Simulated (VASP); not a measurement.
# Os (Fm-3m) in VASP: notebook, part 2 of 2

VASP 6.6.1.

## 3. Single point, PBEsol

INCAR reads:

```
SYSTEM = Os
PREC = Accurate
ENCUT = 520
EDIFF = 1E-7
ISMEAR = 0
SIGMA = 0.1
LREAL = .FALSE.
LASPH = .TRUE.
NELM = 60
ALGO = Fast
ISIF = 2
LWAVE = .FALSE.
LCHARG = .FALSE.
GGA = PS
NBANDS = 10
```

KPOINTS reads:

```
regular mesh
0
G
  18 18 18
  0 0 0
```

POSCAR reads:

```
Os
1.0
    0.0000000000      1.9129311800      1.9129311800
    1.9129311800      0.0000000000      1.9129311800
    1.9129311800      1.9129311800      0.0000000000
Os
1
Direct
    0.0000000000      0.0000000000      0.0000000000
```

Potentials or basis: VASP PAW PBE potentials, release 64 (Os).

On the command line:

```console
$ cat potpaw_PBE.64/Os/POTCAR > POTCAR
$ mpirun -np 1 vasp_std > vasp.out
```

OUTCAR:

```text
SYSTEM = Os
   PREC = Accurate
   ENCUT = 520
   EDIFF = 1E-7
   ISMEAR = 0
   LREAL = .FALSE.
   LASPH = .TRUE.
   NELM = 60
   ISIF = 2
   GGA = PS

 ion  position               nearest neighbor table
   1  0.000  0.000  0.000-

  LATTYP: Found a face centered cubic cell.
 ALAT       =     3.8258623600

  Lattice vectors:

 A1 = (   0.0000000000,   1.9129311800,   1.9129311800)
 A2 = (   1.9129311800,   0.0000000000,   1.9129311800)
 A3 = (   1.9129311800,   1.9129311800,   0.0000000000)

Analysis of symmetry for initial positions (statically):
=====================================================================
 Subroutine PRICEL returns:
 Original cell was already a primitive cell.

 Routine SETGRP: Setting up the symmetry group for a
 face centered cubic supercell.

 Subroutine GETGRP returns: Found 48 space group operations
 (whereof 48 operations were pure point group operations)
 out of a pool of 48 trial point group operations.

The static configuration has the point symmetry O_h .

Analysis of symmetry for dynamics (positions and initial velocities):
[... 166 lines left out ...]
 k-point     1 :       0.0000    0.0000    0.0000
  band No.  band energies     occupation
      1      -1.6953      2.00000
      2       6.1629      2.00000
      3       6.1629      2.00000
      4       6.1629      2.00000
      5       9.2290      0.17759
      6       9.2290      0.17759
      7      23.4467      0.00000
      8      29.2426      0.00000
      9      29.2426      0.00000
     10      29.2426      0.00000
[... 287 lines left out ...]
 k-point    24 :      -0.2222    0.0556    0.0000
  band No.  band energies     occupation
      1       0.6198      2.00000
      2       5.3351      2.00000
      3       6.6442      2.00000
      4       6.7597      2.00000
      5       8.8514      1.99993
      6       9.8500      0.00000
      7      23.7317      0.00000
      8      26.9502      0.00000
      9      32.0425      0.00000
     10      33.2610      0.00000

 [... further k-points ...]

------------------------ aborting loop because EDIFF is reached ----------------------------------------

  FORCE on cell =-STRESS in cart. coord.  units (eV):
  Direction    XX          YY          ZZ          XY          YZ          ZX
  --------------------------------------------------------------------------------------
  -------------------------------------------------------------------------------------
  Total       -0.1137323     -0.1137323     -0.1137323      0.0000000      0.0000000      0.0000000
  in kB      -13.0156632    -13.0156632    -13.0156632      0.0000000      0.0000000      0.0000000
  external PRESSURE =     -13.0156632 kB  Pullay stress =       0.0000000 kB

 VOLUME and BASIS-vectors are now :
 -----------------------------------------------------------------------------
  energy-cutoff  :      520.00
  volume of cell :       14.00
      direct lattice vectors                 reciprocal lattice vectors
     0.000000000  1.912931180  1.912931180    -0.261378980  0.261378980  0.261378980
     1.912931180  0.000000000  1.912931180     0.261378980 -0.261378980  0.261378980
     1.912931180  1.912931180  0.000000000     0.261378980  0.261378980 -0.261378980

 POSITION                                       TOTAL-FORCE (eV/Angst)
 -----------------------------------------------------------------------------------
      0.00000      0.00000      0.00000        -0.000000      0.000000      0.000000
 -----------------------------------------------------------------------------------
    total drift:                               -0.000000      0.000000      0.000000

  FREE ENERGIE OF THE ION-ELECTRON SYSTEM (eV)
  ---------------------------------------------------
  free  energy   TOTEN  =       -12.1040653760 eV

  energy  without entropy=      -12.1002093346  energy(sigma->0) =      -12.10213736
```

OSZICAR:

```text
N       E                     dE             d eps       ncg     rms          rms(c)
DAV:   1     0.363840930559E+02    0.36384E+02   -0.42408E+03  3988   0.747E+02
DAV:   2    -0.117586908437E+02   -0.48143E+02   -0.45043E+02  4052   0.202E+02
DAV:   3    -0.128602750672E+02   -0.11016E+01   -0.10978E+01  4608   0.286E+01
DAV:   4    -0.128630966900E+02   -0.28216E-02   -0.28207E-02  4206   0.158E+00
DAV:   5    -0.128631057916E+02   -0.91016E-05   -0.91023E-05  4364   0.839E-02    0.172E+01
RMM:   6    -0.122723482296E+02    0.59076E+00   -0.30164E-01  3905   0.424E+00    0.724E+00
RMM:   7    -0.121079279505E+02    0.16442E+00   -0.29246E-01  3952   0.368E+00    0.546E-01
RMM:   8    -0.121061522351E+02    0.17757E-02   -0.10118E-02  4187   0.130E+00    0.714E-01
RMM:   9    -0.121045483116E+02    0.16039E-02   -0.11814E-03  4342   0.279E-01    0.130E-01
RMM:  10    -0.121040714569E+02    0.47685E-03   -0.38389E-04  4107   0.188E-01    0.157E-01
RMM:  11    -0.121040645105E+02    0.69464E-05   -0.23409E-05  4335   0.508E-02    0.768E-02
RMM:  12    -0.121040653583E+02   -0.84780E-06   -0.35374E-06  4434   0.161E-02    0.331E-03
RMM:  13    -0.121040653760E+02   -0.17691E-07   -0.61832E-07  4342   0.872E-03
   1 F= -.12104065E+02 E0= -.12102137E+02  d E =-.385604E-02
```

stdout:

```text
POSCAR found type information on POSCAR Os
 POSCAR found :  1 types and       1 ions
 scaLAPACK will be used
 -----------------------------------------------------------------------------
|                                                                             |
|                                                                             |
|     You enforced a specific xc type in the INCAR file but a different       |
|     I HOPE YOU KNOW WHAT YOU ARE DOING!                                     |
|                                                                             |
 -----------------------------------------------------------------------------

 LDA part: xc-table for (Slater+PW92), standard interpolation
 POSCAR, INCAR and KPOINTS ok, starting setup
 FFT: planning ... GRIDC
 FFT: planning ... GRID_SOFT
 FFT: planning ... GRID
 WAVECAR not read
 entering main loop
```

It took 12 s on 1 thread of Intel Xeon 6975P-C (Granite Rapids), shared host; peak memory 0.14 GiB.

Results:

```
Free energy            : -12.1041 eV
Pressure               : -1.3 GPa
Band gap on the k mesh : none (metal or under the smearing width)
```

Caveat: the PAW data sets were made with another functional, which shifts forces and pressure a little. The run has no spin-orbit coupling, so splittings on Os are missing.

## 4. Relaxation of cell and atoms, PBEsol

INCAR reads:

```
SYSTEM = Os
PREC = Accurate
ENCUT = 580
EDIFF = 1E-7
ISMEAR = 0
SIGMA = 0.1
LREAL = .FALSE.
LASPH = .TRUE.
NELM = 60
ALGO = Fast
ISIF = 3
LWAVE = .FALSE.
LCHARG = .FALSE.
GGA = PS
IBRION = 2
NSW = 90
EDIFFG = -0.005
```

KPOINTS is that of step 3.

POSCAR is that of step 3.

On the command line:

```console
$ cat potpaw_PBE.64/Os/POTCAR > POTCAR
$ mpirun -np 1 vasp_std > vasp.out
```

Wall time 25 s (1 thread of Intel Xeon 6975P-C (Granite Rapids), shared host); peak memory 0.16 GiB.

Results (log left out):

```
Free energy                            : -12.1046 eV
Relaxed volume                         : 13.96 Å³/atom
Relaxed cell                           : a = 2.703 Å, b = 2.703 Å, c = 2.703 Å, α = 60.00°, β = 60.00°, γ = 60.00°
Space group after relaxing (to 0.05 Å) : Fm-3m (No. 225)
Energy gained by relaxing              : 0.2 meV/atom
Ionic steps                            : 3
Pressure after relaxing                : 0.0 GPa
Band gap on the k mesh                 : none (metal or under the smearing width)
```

The path:
```
step  energy change (eV)  largest force (eV/Å)  pressure (GPa)  volume (Å³)
   1              0.0000                0.0000           -1.23        14.00
   2              0.0030                0.0000            5.74        13.78
   3             -0.0002                0.0000           -0.01        13.96
```

Final structure:
```yaml
crystal:
  lattice:
    - [0.00000, 1.91109, 1.91109]
    - [1.91109, 0.00000, 1.91109]
    - [1.91109, 1.91109, 0.00000]
  atoms:
    - { symbol: Os, position: [0.00000, 0.00000, 0.00000] }
```

Levels at points of the mesh, in eV from the Fermi level:
```csv
k point,band 2,band 3,band 4,band 5,band 6,band 7
"(0.00, 0.00, 0.00)",-2.98,-2.98,-2.98,0.10,0.10,14.31
"(0.50, 0.00, 0.00)",-3.14,-3.14,-0.21,2.53,2.53,9.07
"(0.50, 0.50, 0.00)",-6.89,2.38,2.49,3.23,3.23,12.32
```

Caveat: the PAW data sets were made with another functional, which shifts forces and pressure a little. Spin-orbit coupling is left out, which matters for the levels of Os.

## 5. Relaxation of cell and atoms, RPBE

INCAR: that of step 4 with these lines changed.

```diff
@@ -2,3 +2,3 @@
 PREC = Accurate
-ENCUT = 580
+ENCUT = 600
 EDIFF = 1E-7
@@ -13,3 +13,3 @@
 LCHARG = .FALSE.
-GGA = PS
+GGA = RP
 IBRION = 2
```

KPOINTS is that of step 4.

POSCAR is that of step 4.

On the command line:

```console
$ cat potpaw_PBE.64/Os/POTCAR > POTCAR
$ mpirun -np 1 vasp_std > vasp.out
```

Wall time 48 s (1 thread of Intel Xeon 6975P-C (Granite Rapids), shared host); peak memory 0.17 GiB.

It converged, with:

```
Free energy                            : -10.4701 eV
Relaxed volume                         : 14.47 Å³/atom
Relaxed cell                           : a = 2.735 Å, b = 2.735 Å, c = 2.735 Å, α = 60.00°, β = 60.00°, γ = 60.00°
Space group after relaxing (to 0.05 Å) : Fm-3m (No. 225)
Energy gained by relaxing              : 19.5 meV/atom
Ionic steps                            : 4
Pressure after relaxing                : 0.0 GPa
Band gap on the k mesh                 : none (metal or under the smearing width)
```

The path:
```csv
step,energy change (eV),largest force (eV/Å),pressure (GPa),volume (Å³)
1,0.0000,0.0000,13.77,14.00
2,0.2617,0.0000,-37.16,16.58
3,-0.0194,0.0000,-0.82,14.50
4,-0.0195,0.0000,-0.03,14.47
```

Final structure:
```xyz
1
Lattice="0.0000 1.9342 1.9342 1.9342 0.0000 1.9342 1.9342 1.9342 0.0000" Properties=species:S:1:pos:R:3 pbc="T T T"
Os    0.0000    0.0000    0.0000
```

Levels at points of the mesh, in eV from the Fermi level:
| k point | band 1 | band 2 | band 3 | band 4 | band 5 | band 6 | band 7 | band 8 |
| --- | --- | --- | --- | --- | --- | --- | --- | --- |
| (0.00, 0.00, 0.00) | -10.47 | -2.81 | -2.81 | -2.81 | 0.07 | 0.07 | 14.27 | 19.91 |
| (0.50, 0.00, 0.00) | -7.35 | -2.97 | -2.97 | -0.18 | 2.37 | 2.37 | 8.65 | 13.80 |
| (0.50, 0.50, 0.00) | -7.22 | -6.52 | 2.32 | 2.32 | 3.02 | 3.02 | 12.10 | 12.10 |

Caveat: the PAW data sets were made with another functional, which shifts forces and pressure a little. Spin-orbit coupling is left out, which matters for the levels of Os.

## 6. Relaxation of cell and atoms, PBEsol

INCAR reads:

```
SYSTEM = Os
PREC = Accurate ; ENCUT = 600
EDIFF = 1E-7 ; ISMEAR = 0
SIGMA = 0.1 ; LREAL = .False.
LASPH = .True. ; NELM = 80
ALGO = Normal ; ISIF = 3
LWAVE = .False. ; LCHARG = .False.
GGA = PS ; IBRION = 2
NSW = 90 ; EDIFFG = -0.005
```

KPOINTS reads:

```
regular mesh
0
Gamma
  18 18 18
  0 0 0
```

POSCAR is that of step 5.

Potentials or basis: VASP PAW PBE potentials, release 64 (Os).

On the command line:

```console
$ cat potpaw_PBE.64/Os/POTCAR > POTCAR
$ mpirun -np 1 vasp_std > vasp.out
```

Run time: 31 s. Hardware: 1 thread of Intel Xeon Platinum 8488C (Sapphire Rapids), shared host; peak memory 0.17 GiB.

It converged, with:

```
Free energy                            : -12.1047 eV
Relaxed volume                         : 13.96 Å³/atom
Relaxed cell                           : a = 2.703 Å, b = 2.703 Å, c = 2.703 Å, α = 60.00°, β = 60.00°, γ = 60.00°
Space group after relaxing (to 0.05 Å) : Fm-3m (No. 225)
Energy gained by relaxing              : 0.2 meV/atom
Ionic steps                            : 3
Pressure after relaxing                : 0.0 GPa
Band gap on the k mesh                 : none (metal or under the smearing width)
```

Step by step:
| step | energy change (eV) | largest force (eV/Å) | pressure (GPa) | volume (Å³) |
| --- | --- | --- | --- | --- |
| 1 | 0.0000 | 0.0000 | -1.21 | 14.00 |
| 2 | 0.0028 | 0.0000 | 5.61 | 13.79 |
| 3 | -0.0002 | 0.0000 | 0.00 | 13.96 |

Final structure:
```
CELL_PARAMETERS angstrom
0.00000 1.91115 1.91115
1.91115 0.00000 1.91115
1.91115 1.91115 0.00000
ATOMIC_POSITIONS crystal
Os 0.00000 0.00000 0.00000
```

Levels at points of the mesh, in eV from the Fermi level:
```
           k point  band 2  band 3  band 4  band 5  band 6  band 7
(0.00, 0.00, 0.00)   -2.98   -2.98   -2.98    0.10    0.10   14.31
(0.50, 0.00, 0.00)   -3.14   -3.14   -0.21    2.53    2.53    9.07
(0.50, 0.50, 0.00)   -6.89    2.38    2.49    3.23    3.23   12.32
```

Caveat: the PAW data sets were made with another functional, which shifts forces and pressure a little. The run has no spin-orbit coupling, so splittings on Os are missing.

## 7. The runs side by side

```csv
task,level,cell,k mesh,cutoff (eV),mesh quality,gap on the mesh (eV),pressure (GPa),relaxed volume (Å³/atom)
relaxation of cell and atoms,PBEsol,relaxed,6 × 6 × 6,600,coarse,none,0.0,-
single point,PBEsol,as given,18 × 18 × 18,520,not flagged,none,-1.3,-
relaxation of cell and atoms,PBEsol,relaxed,18 × 18 × 18,580,not flagged,none,0.0,13.96
relaxation of cell and atoms,RPBE,relaxed,18 × 18 × 18,600,not flagged,none,0.0,14.47
relaxation of cell and atoms,PBEsol,relaxed,18 × 18 × 18,600,not flagged,none,0.0,13.96
```

Alike in all rows: potentials or basis VASP PAW PBE potentials, release 64 (Os); no spin polarisation; smearing gaussian 0.1 eV.

Caveats: some runs use coarse meshes; the PAW data sets were made with another functional, which shifts forces and pressure a little; the relaxation stopped at its first step, so nothing moved (some runs).

Total energies depend on the potentials used, so only differences within one code and one set of settings carry meaning.
